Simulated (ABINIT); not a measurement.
Crystal: HfN.

```xyz
2
Lattice="0.0000 2.2560 2.2560 2.2560 0.0000 2.2560 2.2560 2.2560 0.0000" Properties=species:S:1:pos:R:3 pbc="T T T"
Hf    0.0000    0.0000    0.0000
N     2.2560    2.2560    2.2560
```

Base run:

| Quantity | Value |
| --- | --- |
| Program | ABINIT 10.8.3 (patched build) |
| Functional | r2SCAN |
| Potentials or basis | JTH PAW PBE v2.0 |
| Cutoff | 844 eV |
| k mesh | 10 × 10 × 10 |
| Occupations | fermi-dirac, width 0.05 eV |
| Spin | no spin polarisation |

Its results: band gap on the k mesh none (metal or under the smearing width); pressure 2.9 GPa.

Q: The run is repeated on the same cell with these changes: potentials or basis from JTH PAW PBE v2.0 to SG15 NC PBE v1.2; cutoff from 844 eV to 1306 eV; valence electrons from 17 to 31. What comes out?

A: Band gap on the k mesh none (metal or under the smearing width); pressure -7.6 GPa.

Caveats: the PAW data sets were made with another functional, which shifts forces and pressure a little (some runs); the potentials were made for another functional, which shifts forces and pressure (some runs).
